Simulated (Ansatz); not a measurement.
Crystal: ZnS (Wurtzite-6H).

```
Zn S
1.0
     3.81200    0.00000    0.00000
    -1.90600    3.30129    0.00000
     0.00000    0.00000   18.68999
Zn S
6 6
Direct
  0.33333 0.66667 0.83333
  0.66667 0.33333 0.33333
  0.66667 0.33333 0.66667
  0.33333 0.66667 0.16667
  0.00000 0.00000 0.50000
  0.00000 0.00000 0.00000
  0.33333 0.66667 0.95833
  0.66667 0.33333 0.45833
  0.66667 0.33333 0.79167
  0.33333 0.66667 0.29167
  0.00000 0.00000 0.62500
  0.00000 0.00000 0.12500
```

Base run:

- Program: Ansatz 0.2.0
- Functional: PBE
- Potentials or basis: Ansatz PAW
- Cutoff: 420 eV (not typed: the program's choice for these potentials)
- k mesh: 8 × 8 × 2
- Occupations: gaussian, width 0.012 eV
- Spin: no spin polarisation

Its results: band gap on the k mesh 2.16 eV, direct; pressure 2.1 GPa; largest force 0.030 eV/Å.

**Question.** The run is repeated on the same cell with these changes: functional from PBE to r2SCAN; cutoff from 420 eV (not typed: the program's choice for these potentials) to 500 eV (not typed: the program's choice for these potentials); occupations from gaussian, width 0.012 eV to fermi-dirac, width 0.05 eV. What comes out?

**Answer.** Band gap on the k mesh 2.72 eV, direct; pressure -0.1 GPa; largest force 0.031 eV/Å.

Caveats: the cell's inner coordinates are idealised or old, which leaves forces on the atoms; the PAW data sets come from PBE, with cores solved anew for the run's functional, which leaves a small shift of forces and pressure (some runs).
